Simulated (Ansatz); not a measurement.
Theory: DFT PBE, scalar-relativistic, plane waves, PAW (Ansatz 0.2.0). The final run on the 2-atom cell used 420 eV, a Γ-centred 22×22×22 mesh, 0.10 eV smearing and no spin polarisation.

The zero of energy is the elements' standard structures at the same level; no fitted shifts are applied.

Problem. Propose a candidate for a cubic metal made of C and Ti, with a formation energy near −0.83 eV/atom and a density near 4.89 g/cm³, in a cell of 2 atoms.

Solution. TiC, space group Fm-3m (No. 225). Ti is surrounded by 6 C at 2.17 Å; C has 6 Ti at 2.17 Å.

```cif
data_structure
_symmetry_space_group_name_H-M 'P 1'
_symmetry_Int_Tables_number 1
_cell_length_a 3.0637
_cell_length_b 3.0637
_cell_length_c 3.0637
_cell_angle_alpha 60.000
_cell_angle_beta 60.000
_cell_angle_gamma 60.000
_cell_volume 20.33
loop_
_atom_site_label
_atom_site_type_symbol
_atom_site_fract_x
_atom_site_fract_y
_atom_site_fract_z
_atom_site_occupancy
Ti1 Ti 0.50000 0.50000 0.50000 1
C1 C 0.00000 0.00000 0.00000 1
```

| Item | Value |
| --- | --- |
| Volume per atom | 10.17 Å³ |
| Density | 4.89 g/cm³ |
| Energy over the elements | −0.83 eV/atom |
| Gap on the 22×22×22 mesh of the 2-atom cell | 0 eV (a metal) |

The cell was reached from a generator's guess, though it ends in a space group that the Crystallography Open Database lists for this formula. Other answers may fit too; this one was computed.

The reference form of C is held partly by dispersion forces, which this level lacks. This cell was reached by moving the atoms of another relaxed cell at random and relaxing again, last within the group found; it had no such test of its own.
